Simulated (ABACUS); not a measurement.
The system is Si.

```
Si
1.0
     0.00000    2.72185    2.72185
     2.72185    0.00000    2.72185
     2.72185    2.72185    0.00000
Si
2
Cartesian
  0.0000 0.0000 0.0000
  1.3609 1.3609 1.3609
```

| Item | Value |
| --- | --- |
| Program | ABACUS 3.10.1 |
| Task | relaxation of cell and atoms |
| Functional | BLYP |
| Potentials or basis | GBRV ultrasoft 1.5 PBE |
| Cutoff | 544 eV |
| Density cutoff | 4354 eV |
| Basis | plane waves |
| k mesh | 6 × 6 × 6 |
| Occupations | fermi-dirac, width 0.05 eV |
| Spin | no spin polarisation |

At the start: pressure 4.8 GPa; volume 20.16 Å³/atom.

Where does the relaxation end?

Over 3 steps the energy falls by 15.9 meV/atom and the volume is 21.29 Å³/atom (+5.6 %); space group Fd-3m (No. 227, to 0.05 Å).

The path:
| step | energy change (eV) | largest force (eV/Å) | pressure (GPa) | volume (Å³) |
| --- | --- | --- | --- | --- |
| 1 | 0.0000 | 0.0000 | 4.77 | 40.33 |
| 2 | -0.0196 | 0.0000 | -2.50 | 44.07 |
| 3 | -0.0317 | 0.0000 | -0.01 | 42.57 |

Final structure:
```cif
data_structure
_symmetry_space_group_name_H-M 'P 1'
_symmetry_Int_Tables_number 1
_cell_length_a 3.9194
_cell_length_b 3.9194
_cell_length_c 3.9194
_cell_angle_alpha 60.000
_cell_angle_beta 60.000
_cell_angle_gamma 60.000
_cell_volume 42.57
loop_
_atom_site_label
_atom_site_type_symbol
_atom_site_fract_x
_atom_site_fract_y
_atom_site_fract_z
_atom_site_occupancy
Si1 Si 0.00000 0.00000 0.00000 1
Si2 Si 0.25000 0.25000 0.25000 1
```

Caveat: the potentials were made for another functional, which shifts forces and pressure.
